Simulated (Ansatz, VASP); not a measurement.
Ge: VASP beside Ansatz

```xyz
1
Lattice="1.3878 -2.5831 0.0000 1.3878 2.5831 0.0000 0.0000 0.0000 2.6801" Properties=species:S:1:pos:R:3 pbc="T T T"
Ge    1.3878    0.0000    0.0000
```

This isn't the form of Ge at room conditions, which is diamond.

Alike in both runs: task single point; functional LDA; k mesh 11 × 11 × 10; occupations fermi-dirac, width 0.05 eV; no spin polarisation.

|  | VASP | Ansatz |
| --- | --- | --- |
| version | VASP 6.6.1 | Ansatz 0.2.0 |
| potentials or method | VASP PAW LDA potentials, release 64 (Ge_d) | Ansatz PAW |
| plane-wave cutoff (eV) | 520 | 420 |
| valence electrons in the cell | 14 | 14 |

Ansatz gave:

- gap on the k mesh at the Fermi level (eV): none
- pressure (GPa): -4.5
- largest component of the traceless stress (GPa): 1.73

Question: Which values does VASP return?

Answer: gap on the k mesh at the Fermi level (eV): none; pressure (GPa): -4.6; largest component of the traceless stress (GPa): 1.72.

A gap of «none» marks a metal or a gap that the smearing closes.

Caveats: the PAW data sets come from PBE, with cores solved anew for the run's functional, which leaves a small shift of forces and pressure (Ansatz).
